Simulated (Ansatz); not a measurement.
# TiO2: the cost of one run

Computed with Ansatz 0.2.0 (DFT PBE+U, scalar-relativistic, plane waves, PAW, unless a step's input says otherwise).

6 further runs of the same task are left out: 2 that didn't finish, 4 set aside as unsound or not needed. Runs told in other sessions of the task aren't counted.

### Step 1. Starting point

It takes space group P4_2/mnm (No. 136, tetragonal). The conventional cell has a = 4.640 Å, b = 4.640 Å, c = 3.006 Å, α = 90.00°, β = 90.00°, γ = 90.00°. Around Ti (site symmetry mmm) lie 6 O at 1.97 to 2.01 Å. O (site symmetry m2m) has 3 Ti at 1.97 to 2.01 Å in its first shell of neighbours.

Structure file:

```xyz
6
Lattice="4.6404 0.0000 0.0000 0.0000 4.6404 0.0000 0.0000 0.0000 3.0064" Properties=species:S:1:pos:R:3 pbc="T T T"
Ti    0.0000    0.0000    0.0000
Ti    2.3202    2.3202    1.5032
O     1.4183    1.4183    0.0000
O     0.9019    3.7385    1.5032
O     3.2221    3.2221    0.0000
O     3.7385    0.9019    1.5032
```

It is the result of an earlier relaxation at this level (volume 10.79 Å³/atom; gap on the mesh: 2.26 eV).

### Step 2. The reference cell

Reference values: F = -7270.7532 eV; pressure -0.01 GPa; largest force 0.000 eV/Å; gap on the mesh 2.26 eV. It was computed beforehand with the settings of the runs below.

### Step 3. Setting up a frozen normal mode

Mode 8 of the phonon run on this cell, counted from the lowest, is frozen in: each atom moves by x times its row below, so x is the largest displacement.

```
atom     ux     uy      uz
 Ti1  0.000  0.000   0.668
 Ti2  0.000  0.000   0.668
  O3  0.000  0.000  -1.000
  O4  0.000  0.000  -1.000
  O5  0.000  0.000  -1.000
  O6  0.000  0.000  -1.000
```

### Step 4. x = -0.200 Å

input.yaml

```yaml
crystal:
  lattice:
    - [4.640382412, 0.0, 0.0]
    - [0.0, 4.640382412, 0.0]
    - [0.0, 0.0, 3.0063836717]
  atoms:
    - { symbol: Ti, position: [0.0, 0.0, -0.0444705209] }
    - { symbol: Ti, position: [0.5, 0.5, 0.4555294791] }
    - { symbol: O, position: [0.3056475955, 0.3056475955, 0.0665251085] }
    - { symbol: O, position: [0.1943524045, 0.8056475955, 0.5665251085] }
    - { symbol: O, position: [0.6943524045, 0.6943524045, 0.0665251085] }
    - { symbol: O, position: [0.8056475955, 0.1943524045, 0.5665251085] }
basis:
  ecutwfc: 420
kpoints:
  mp_grid: { grid: [6, 6, 10] }
hamiltonian:
  xc: pbe
  hubbard: { sites: [{ species: Ti, l: d, u_eff: 4.0 }] }
scf:
  occupations: { method: gaussian, width: 0.05 }
output:
  forces: true
  stress: true
  eigenvalues: true
```

Command:

```sh
ansatz run input.yaml --threads 2 --pin off --max-ram 5120MiB --backend cpu --events-out ev --progress --plain --runs-dir out
```

What time and memory should one allow on 2 threads of Intel Xeon at 2.50GHz (Skylake/Cascade Lake), shared host?

About 17 s, with a peak of 0.45 GiB.
